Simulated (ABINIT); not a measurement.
A run of ABINIT 10.8.3 (patched build) is set up as follows.

run.abi

```
# Pseudopotentials
pp_dirpath "./"
pseudos "Pt.GGA_PBE-JTH.xml"

# Structure
acell 2.7606656158 2.7606656158 4.792134 Angstrom
rprim
     1.0000000000     0.0000000000     0.0000000000
    -0.5000000000     0.8660254038     0.0000000000
     0.0000000000     0.0000000000     1.0000000000
ntypat 1
znucl 78
natom 2
typat 1 1
xred
     0.3333333333     0.6666666667     0.2500000000
     0.6666666667     0.3333333333     0.7500000000
chkprim 0
chksymtnons 0
tolsym 1.0e-6

# Plane-wave basis
ecut 16.0
pawecutdg 32.0
pawxcdev 0
pawovlp -1

# k points
kptopt 1
ngkpt 11 11 6
nshiftk 1
shiftk 0.0 0.0 0.0

# Exchange and correlation
ixc -116133

# Bands and occupations
nband 14
occopt 3
tsmear 0.05 eV

# SCF cycle
nstep 100
tolvrs 1.0e-9

# Output
iomode 3
prtwf 0
prtden 0
prteig 0
prtebands 0
enunit 2

# Relaxation
ionmov 2
ntime 60
tolmxf 5.0e-5
optcell 2
dilatmx 1.08
ecutsm 0.5
strtarget 3*-6.797862e-04 3*0.0
```

Potentials or basis: JTH PAW PBE v2.0.

Launch:

```sh
$ abinit run.abi > log 2>&1
```

Question: What does it give for the space group after relaxing (to 0.05 Å)?

Answer: P6_3/mmc (No. 194).

Question: What does it give for the relaxed volume?

Answer: 14.33 Å³/atom.

Question: Predict the band gap on the k mesh.

Answer: None (metal or under the smearing width).

Question: Estimate the relaxed cell.

Answer: a = 2.691 Å, b = 2.691 Å, c = 4.571 Å, α = 90.00°, β = 90.00°, γ = 120.00°.

Final structure:
```
Pt
1.0
     2.69099    0.00000    0.00000
    -1.34549    2.33046    0.00000
     0.00000    0.00000    4.57075
Pt
2
Cartesian
  0.0000 1.5536 1.1427
  1.3455 0.7768 3.4281
```

Caveat: the PAW data sets were made with another functional, which shifts forces and pressure a little. Spin-orbit coupling is left out, which matters for the levels of Pt.
